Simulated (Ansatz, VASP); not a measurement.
## One calculation of C, two programs

```xyz
4
Lattice="2.5033 0.0000 0.0000 -1.2516 2.1679 0.0000 0.0000 0.0000 4.1687" Properties=species:S:1:pos:R:3 pbc="T T T"
C     0.0000    1.4453    0.2615
C     1.2516    0.7226    2.3459
C     0.0000    1.4453    1.8229
C     1.2516    0.7226    3.9072
```

Alike in both runs: functional r2SCAN; k mesh 8 × 8 × 4; occupations fermi-dirac, width 0.05 eV; no spin polarisation.

Ansatz relaxed the structure, and its values are those at the end. VASP's run is a single point on that final structure, the one shown.

|  | VASP | Ansatz |
| --- | --- | --- |
| version | VASP 6.6.1 | Ansatz 0.2.0 |
| potentials or method | VASP PAW PBE potentials, release 64 (C) | plane waves (500 eV) with PAW, scalar-relativistic |
| plane-wave cutoff (eV) | 520 | 500 |
| valence electrons in the cell | 16 | 16 |

|  | VASP | Ansatz | Ansatz less VASP |
| --- | --- | --- | --- |
| pressure (GPa) | 1.1 | 0.0 | -1.11 |
| rms of the force components (eV/Å) | 0.005 | 0.000 | -0.0053 |

Caveats: the PAW data sets were made with another functional, which shifts forces and pressure a little (VASP).
